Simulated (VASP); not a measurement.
Write the native input for VASP 6.6.1 that does the following.

```yaml
Task: relaxation of cell and atoms
Functional: LDA
Potentials_or_basis: VASP PAW LDA potentials, release 64 (Sn_d)
Cutoff: 600 eV
k_mesh: 10 × 10 × 10
Occupations: fermi-dirac, width 0.05 eV
Spin: no spin polarisation
Further_INCAR_settings: ALGO = Normal; EDIFF = 1e-07; IBRION = 2; EDIFFG = -0.01; NSW = 60; ISIF = 3
```

The structure of Sn lies in POSCAR:

```
Sn
1.0
   -1.8946518192      1.8946518192      1.8946518192
    1.8946518192     -1.8946518192      1.8946518192
    1.8946518192      1.8946518192     -1.8946518192
Sn
1
Direct
    0.0000000000      0.0000000000      0.0000000000
```

This isn't the form of Sn at room conditions, which is tetragonal (white tin).

The input as run:

INCAR

```
SYSTEM = Sn
PREC = Accurate
ENCUT = 600
EDIFF = 1E-7
ISMEAR = -1
SIGMA = 0.05
LREAL = .False.
LASPH = .True.
NELM = 80
ALGO = Normal
ISIF = 3
LWAVE = .False.
LCHARG = .False.
GGA = CA
IBRION = 2
NSW = 60
EDIFFG = -0.01
```

KPOINTS

```
regular mesh
0
Gamma
  10 10 10
  0 0 0
```

Potentials or basis: VASP PAW LDA potentials, release 64 (Sn_d).

Command:

```console
$ cat potpaw_LDA.64/Sn_d/POTCAR > POTCAR
$ mpirun -np 1 vasp_std > vasp.out
```

Results of the run:

- Relaxed volume: 25.35 Å³/atom
- Relaxed cell: a = 3.205 Å, b = 3.205 Å, c = 3.205 Å, α = 109.47°, β = 109.47°, γ = 109.47°
- Space group after relaxing (to 0.05 Å): Im-3m (No. 229)
- Energy gained by relaxing: 21.2 meV/atom
- Ionic steps: 3
- Pressure after relaxing: 0.0 GPa
- Band gap on the k mesh: none (metal or under the smearing width)

Wall time 16 s on 1 thread of Intel(R) Xeon(R) 6975P-C (Granite Rapids) (shared host), peak memory 0.15 GiB.
